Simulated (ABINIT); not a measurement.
Runs of ABINIT 10.8.3 (patched build) on ZnSe (Stilleite). Symmetry: F-43m, No. 216, cubic system. The conventional cell has a = 5.668 Å, b = 5.668 Å, c = 5.668 Å, α = 90.00°, β = 90.00°, γ = 90.00°. Se (site symmetry -43m) is surrounded by 4 Zn at 2.45 Å. Zn (site symmetry -43m) has 4 Se at 2.45 Å as nearest neighbours. 

```csv
cell,gap on the mesh (eV),pressure (GPa)
relaxed to 5 GPa,1.45,5.0
relaxed to 10 GPa,1.69,10.0
relaxed to 20 GPa,(b),20.0
relaxed to 30 GPa,2.30,30.0
relaxed,(a),0.0
```

Alike in all rows: task relaxation of cell and atoms; level PBE; potentials or basis JTH PAW PBE v2.0; no spin polarisation; k mesh 8 × 8 × 8; cutoff (eV) 599; smearing fermi-dirac 0.05 eV.

**Question.** Fill in the values left out.

**Answer.** (a) 1.16; (b) 2.06.

Caveats: the atomic spheres overlap (some runs).

A k mesh can miss the band edges, and the runs leave out spin-orbit coupling on Se.
